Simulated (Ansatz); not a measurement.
A computed series for InN: response to strain

The parent structure is InN in the wurtzite structure (space group P6_3mc, No. 186).

```xyz
4
Lattice="3.5369 0.0000 0.0000 -1.7685 3.0631 0.0000 0.0000 0.0000 5.7136" Properties=species:S:1:pos:R:3 pbc="T T T"
In     1.7685     1.0210     0.0116
In     0.0000     2.0420     2.8684
N      1.7685     1.0210     3.5605
N      0.0000     2.0420     0.7037
```

Cartesian axes are those of the cell as printed.

Strains are applied to the cell and any free atomic positions relax.

Levels (all Ansatz, an electronic-structure program, PAW): PBEsol (420 eV, without spin-orbit coupling); r2SCAN (500 eV, scalar-relativistic without spin-orbit coupling).

Pressures by level, all at the geometries relaxed with PBEsol:

```csv
case,PBEsol,r2SCAN
base,0.0 GPa,–
isotropic strain −1.37 %,6.2 GPa,…
isotropic strain +0.52 %,-2.0 GPa,…
"strain tensor (xx, yy, zz, yz, xz, xy) = (+1.51, +0.55, +1.65, +1.40, −0.20, −0.21) %",-4.6 GPa,…
"strain tensor (xx, yy, zz, yz, xz, xy) = (−1.12, +0.44, +0.81, +0.63, +0.45, +0.25) %",-0.2 GPa,0.9 GPa
```

**Question.** What belongs in the blanks?

**Answer.** 
- isotropic strain −1.37 %, r2SCAN: 7.7 GPa
- isotropic strain +0.52 %, r2SCAN: -1.1 GPa
- strain tensor (xx, yy, zz, yz, xz, xy) = (+1.51, +0.55, +1.65, +1.40, −0.20, −0.21) %, r2SCAN: -3.8 GPa

Single points use the geometry relaxed with PBEsol. Their cutoffs differ, which shifts pressures a little. The mesh was chosen for an insulator and is coarse for the gapless case. Whether these cells are dynamically stable was not tested. All final runs are without spin polarisation.
